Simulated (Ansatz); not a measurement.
A plane-wave DFT run in Ansatz 0.2.0 (scalar-relativistic PAW potentials unless the input names others): input and command.

```yaml
crystal:
  lattice:
    - [4.5175870064, 0.0, 0.0]
    - [-2.2587935032, 3.9123451114, 0.0]
    - [0.0, 0.0, 5.9560597067]
  atoms:
    - { symbol: Te, position: [0.2684465533, 0.0, 0.3333333333] }
    - { symbol: Te, position: [0.0, 0.2684465533, 0.6666666667] }
    - { symbol: Te, position: [0.7315534467, 0.7315534467, 0.0] }
basis:
  ecutwfc: 420
kpoints:
  mp_grid: { grid: [12, 12, 8] }
hamiltonian:
  xc: pbe
  dispersion: d4
scf:
  occupations: { method: gaussian, width: 0.1 }
output:
  forces: true
  eigenvalues: true
  stress: true
```

```bash
ansatz run input.yaml --threads 1 --pin off --max-ram 2560MiB --backend cpu --events-out ev --progress --plain --runs-dir out
```

Abridged log:
```
Pseudopotentials: kind: paw
Pseudopotential: Te, paw, valence charge 16, recommended cutoff 420 eV (normal)
Functional definition: PBE
Crystal: 3 atoms, lattice volume = 105.270 Å³
Basis set: ecut = 420 eV, 2053 PW (Γ), exchange–correlation on 64×64×80 points (8 copies of the dense FFT grid, shifted against one another)
Bands: 29, of which v1, the nominal top of the filled ones, is band 24 counted from 1 (23 counted from 0)
Symmetry: 6 space group operations
Space group: P3121 (ITA 152), of the structure as read, at distance tolerance 4.7e-5 Å
k-points: 131 of 1152 (time reversal used)
Initial density: superposition of atomic densities (neutral atoms: chi_scale 0, normalization atom), corrected by the library's trained network
Initial wavefunctions: pseudopotential atomic-orbital guess
Functional: x = pbe(κ = 0.804, μ = 0.21951497), c = pbe(β = 0.06672455)
SCF iter   1: F=—  HF=-20941.248872 eV  |F-HF|=—  |Δ(HF+E_count)|=         —  Δρ=1.20e-3  dr2=9.69e-4  ethr=1.77e-3  ⟨swp⟩=7.3  Hψ=17031  notcnv=0
SCF iter   2: F=—  HF=-20941.247276 eV  |F-HF|=—  |Δ(HF+E_count)|=   1.60e-3  Δρ=6.88e-4  dr2=3.25e-4  ethr=2.02e-6  ⟨swp⟩=2.9  Hψ=8558  notcnv=0
SCF iter   3: F=—  HF=-20941.247589 eV  |F-HF|=—  |Δ(HF+E_count)|=   3.13e-4  Δρ=3.64e-4  dr2=9.67e-5  ethr=6.77e-7  ⟨swp⟩=3.0  Hψ=6886  notcnv=0
SCF iter   4: F=—  HF=-20941.247772 eV  |F-HF|=—  |Δ(HF+E_count)|=   1.82e-4  Δρ=6.45e-5  dr2=3.86e-6  ethr=2.01e-7  ⟨swp⟩=2.0  Hψ=4857  notcnv=0
SCF iter   5: F=—  HF=-20941.247775 eV  |F-HF|=—  |Δ(HF+E_count)|=   2.98e-6  Δρ=2.71e-5  dr2=7.19e-7  ethr=8.04e-9  ⟨swp⟩=3.0  Hψ=6823  notcnv=0
SCF iter   6: F=-20941.247775 eV  HF=-20941.247775 eV  |F-HF|=3.80e-9  |Δ(HF+E_count)|=  5.89e-10  Δρ=6.40e-6  dr2=5.74e-8  ethr=2.08e-10  ⟨swp⟩=7.6  Hψ=19130  notcnv=0
SCF 1 converged in 6 iterations: F = -20941.247775 eV  dr2 = 5.74e-8
SCF converged after 6 iterations
Free energy (F): -20941.247775 eV
Harris-Foulkes:  -20941.247775 eV  (|F-HF|=3.80e-9)
Internal energy: -20941.247699 eV  (E = F + TS)
E sigma→0 (E₀):  -20941.247737 eV
Entropy (-TS):   -0.000076 eV (-0.025 meV/atom)
Fermi energy:    8.374947 eV
  E_disp       = -1.372996  (pairwise vdW)
--- Forces (eV/Å), atoms counted from 1 ---
  atom   1  Te     0.00397173     0.00000000     0.00000000
  atom   2  Te    -0.00198587     0.00343962     0.00000000
  atom   3  Te    -0.00198587    -0.00343962     0.00000000
--- Stress (GPa, compression-positive) ---
       -2.156319       0.000000       0.000000
        0.000000      -2.156319       0.000000
        0.000000       0.000000      -2.104836
  P = ⅓ Tr σ = -2.1392 GPa (-21.392 kbar)
```

Apart from outputs, empty bands and the relaxation, which only the reference makes, the input differs from a reference run on usual settings in hamiltonian.dispersion: not typed → "d4". The reference, at the same geometry, ended its own course with pressure 0.00 GPa, largest force 0.003 eV/Å, gap on the mesh 0.23 eV. This run converged in 6 SCF iterations with an energy at zero smearing 458 meV/atom below the reference's (the Hamiltonian itself differs), pressure -2.14 GPa, largest force 0.004 eV/Å, gap on the mesh 0.23 eV.

Time: 34 s on 1 thread of Arm Neoverse V1 (shared host), peak memory 0.52 GiB.